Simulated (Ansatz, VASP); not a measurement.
# Cross-check of C between VASP and Ansatz, part 2 of 2

One calculation is typed for both programs; each brings its own data sets. How far apart do they land? The structure shown is the end of the Ansatz relaxation below.

VASP 6.6.1 and Ansatz 0.2.0.

So far. Step 3 (VASP: single point, PBEsol, pair 1): The run ends at a pressure of 7.52 GPa.

**6. VASP: single point, PBEsol, pair 2 (continued)**

Level of this step: PBEsol; plane waves and PAW (C) (VASP).

Numbers of over 12 decimals in the logs are rounded to 6 here.

OUTCAR, selected parts (step 6):

```text
  Total        0.0615812      0.0615812     -2.8549992      0.0000000      0.0000000      0.0000000
  in kB        4.3286573      4.3286573   -200.6832539      0.0000000      0.0000000      0.0000000
  external PRESSURE =     -64.0086464 kB  Pullay stress =       0.0000000 kB

 POSITION                                       TOTAL-FORCE (eV/Angst)
 -----------------------------------------------------------------------------------
      0.00000      0.00000      1.81240         0.000000      0.000000     -0.000000
      1.25381      0.00000      2.71860         0.000000     -0.000000      0.000000
      1.25381      1.25381      0.00000        -0.000000      0.000000     -0.000000
      0.00000      1.25381      0.90620        -0.000000      0.000000     -0.000000
 -----------------------------------------------------------------------------------
    total drift:                               -0.000000      0.000000     -0.000000

  FREE ENERGIE OF THE ION-ELECTRON SYSTEM (eV)
  ---------------------------------------------------
  free  energy   TOTEN  =       -38.4821699321 eV

  energy  without entropy=      -38.4821699321  energy(sigma->0) =      -38.48216993

[... 1 part as in an earlier step ...]

[... 2 further parts left out ...]
[key lines of the parts left out:]
E-fermi :  11.6104
```

The run ends at a pressure of -6.40 GPa.

**7. Side by side**

Compared:

| quantity | Ansatz | VASP | difference |
| --- | --- | --- | --- |
| pressure (GPa) | -6.82 | -6.40 | -0.42 |
| gap on the k mesh (eV) | 3.721 | 3.713 | +0.008 |

A gap on the mesh is an upper bound, since the band edges may lie between its points.

**8. Ansatz: relaxation, PBEsol**

This run makes the geometry at which the two programs are then compared. The cell compared in this pair holds 22.27 Å³, against 22.79 Å³ for the pair before.

The structure compared here is the end of the Ansatz relaxation.

input.yaml

```yaml
crystal:
  lattice:
    - [2.519148165, 0.0, 0.0]
    - [0.0, 2.519148165, 0.0]
    - [0.0, 0.0, 3.51819171]
  atoms:
    - { symbol: C, position: [0.0, 0.0, 0.5] }
    - { symbol: C, position: [0.5, 0.0, 0.75] }
    - { symbol: C, position: [0.5, 0.5, 1.0] }
    - { symbol: C, position: [0.0, 0.5, 0.25] }
kpoints:
  mp_grid: { grid: [11, 11, 8] }
scf:
  occupations: { method: fermi_dirac, width: 0.02 }
hamiltonian:
  xc: pbesol
  pseudopotentials: { kind: paw, azcp: { folder: soft_1 }, xc_functional: pbe }
basis:
  ecutwfc: 600
output:
  forces: true
  stress: true
  write_density: true
  write_potential: true
  elf: true
  volumetric_format: npy
relax:
  f_tol: 0.005
  max_steps: 70
  cell: { stress_tol: 0.02, p_target: 0, fix: [c, alpha, beta, gamma] }
```

Command:

```sh
$ ansatz run input.yaml --threads 4 --pin off --max-ram 10240MiB --backend cpu --events-out ev --progress --plain --runs-dir out
```

Output:

```text
[...]
Crystal: 4 atoms, lattice volume = 22.327 Å³
Basis set: ecut = 600 eV, 727 PW (Γ), exchange–correlation on 48×48×60 points (8 copies of the dense FFT grid, shifted against one another)
Bands: 12, of which v1, the nominal top of the filled ones, is band 8 counted from 1 (7 counted from 0)
Symmetry: 32 space group operations
[...]
k-points: 105 of 968
[...]
--- Relaxed structure (3 steps of the walk, 3 accepted, 1 SCFs on fresh bases) ---
[...]
cell:  # Å, volume = 22.2697 Å³
    - [2.515922, 0, 0]
    - [0, 2.515922, 0]
    - [0, 0, 3.51819171]
  atoms:
    - { symbol: C, position: [0, 0, 0.500000] }
    - { symbol: C, position: [0.5, 0, 0.750000] }
    - { symbol: C, position: [0.5, 0.5, 1.000000] }
    - { symbol: C, position: [0, 0.5, 0.250000] }
[key lines of the parts left out:]
SCF converged after 3 iterations
Free energy (F): -986.675798 eV
Fermi energy:    15.644692 eV
P = ⅓ Tr σ = 3.4806 GPa (34.806 kbar)
```

**9. VASP: single point, PBEsol, pair 3**

The same cell, functional, mesh and smearing now go to VASP, with its own data sets.

INCAR

```
SYSTEM = C
PREC = Accurate
ENCUT = 600
EDIFF = 1E-06
NELM = 120
ISMEAR = -1
SIGMA = 0.02
LREAL = .FALSE.
ALGO = Normal
GGA = PS
NBANDS = 14
LORBIT = 11
LWAVE = .FALSE.
LCHARG = .FALSE.
ISIF = 2
LASPH = .TRUE.
GGA_COMPAT = .FALSE.
EFERMI = MIDGAP
```

POSCAR

```
C
1.0
    2.5159216153      0.0000000000      0.0000000000
    0.0000000000      2.5159216153      0.0000000000
    0.0000000000      0.0000000000      3.5181917100
C
4
Direct
    0.0000000000      0.0000000000      0.5000000000
    0.5000000000      0.0000000000      0.7500000000
    0.5000000000      0.5000000000      0.0000000000
    0.0000000000      0.5000000000      0.2500000000
```

KPOINTS

```
Automatic mesh
0
Gamma
11 11 8
0 0 0
```

PAW data sets: C (PBE family, release 64).

Command:

```sh
$ mpirun -np 1 vasp_std
```

Output:

```text
[... set-up lines as in an earlier step ...]
 entering main loop
       N       E                     dE             d eps       ncg     rms          rms(c)
DAV:   1     0.297921851253E+02    0.29792E+02   -0.91810E+03  2940   0.124E+03
DAV:   2    -0.375312151111E+02   -0.67323E+02   -0.62148E+02  4156   0.217E+02
DAV:   3    -0.398832998355E+02   -0.23521E+01   -0.23398E+01  3900   0.356E+01
DAV:   4    -0.398972529859E+02   -0.13953E-01   -0.13950E-01  3444   0.324E+00
[...]
DAV:   9    -0.384998959212E+02   -0.33708E-04   -0.70700E-05  3780   0.773E-02    0.243E-02
DAV:  10    -0.384999120809E+02   -0.16160E-04   -0.86322E-06  3684   0.279E-02    0.311E-03
DAV:  11    -0.384999118408E+02    0.24009E-06   -0.55789E-08  2514   0.203E-03
   1 F= -.38499912E+02 E0= -.38499912E+02  d E =0.000000E+00
```

Parts of OUTCAR (step 9):

```text
  Total        0.0686000      0.0686000      1.5201639      0.0000000     -0.0000000      0.0000000
  in kB        4.9353869      4.9353869    109.3672484      0.0000000     -0.0000000      0.0000000
  external PRESSURE =      39.7460074 kB  Pullay stress =       0.0000000 kB

 POSITION                                       TOTAL-FORCE (eV/Angst)
 -----------------------------------------------------------------------------------
      0.00000      0.00000      1.75910        -0.000000     -0.000000     -0.000000
      1.25796      0.00000      2.63864         0.000000      0.000000     -0.000000
      1.25796      1.25796      0.00000        -0.000000     -0.000000      0.000000
      0.00000      1.25796      0.87955         0.000000      0.000000      0.000000
 -----------------------------------------------------------------------------------
    total drift:                                0.000000      0.000000     -0.000000

  FREE ENERGIE OF THE ION-ELECTRON SYSTEM (eV)
  ---------------------------------------------------
  free  energy   TOTEN  =       -38.4999118408 eV

  energy  without entropy=      -38.4999118408  energy(sigma->0) =      -38.49991184

[... 1 part as in an earlier step ...]

[... 2 further parts left out ...]
[key lines of the parts left out:]
E-fermi :  11.9683
```

The run ends at a pressure of 3.97 GPa.

**10. Side by side**

Both answers:

| quantity | Ansatz | VASP | difference |
| --- | --- | --- | --- |
| pressure (GPa) | 3.48 | 3.97 | -0.49 |
| gap on the k mesh (eV) | 3.761 | 3.752 | +0.008 |

A gap on the mesh is an upper bound, since the band edges may lie between its points.

**11. Outcome**

| Quantity | Value |
| --- | --- |
| difference in gap on the k mesh (single point, PBEsol, pair 1) | 0.0086 eV |
| difference in pressure (single point, PBEsol, pair 1) | -0.52 GPa |
| difference in gap on the k mesh (single point, PBEsol, pair 2) | 0.0078 eV |
| difference in gap on the k mesh (single point, PBEsol, pair 3) | 0.0085 eV |

The difference in pressure is -0.52 GPa (single point, PBEsol, pair 1), within the 1 GPa picked in this series as the mark of a large difference. 3 further runs of this series are not shown here. Such differences can come from data sets, numerical settings and the points named under the comparisons, not from the functional's error against experiment.

[Lines on the potential files, build, host, timing and source positions are cut from VASP's logs without a mark.]

[Logs are printed without paths, hosts, clocks, repeated set-up lines and the standing remarks that a program may print on its own settings, such as how far it seeks lower states.]

[Hosts, paths, dates, database ids (printed as entryN), source tags and the programs' standing remarks are cut or masked in the printed files.]
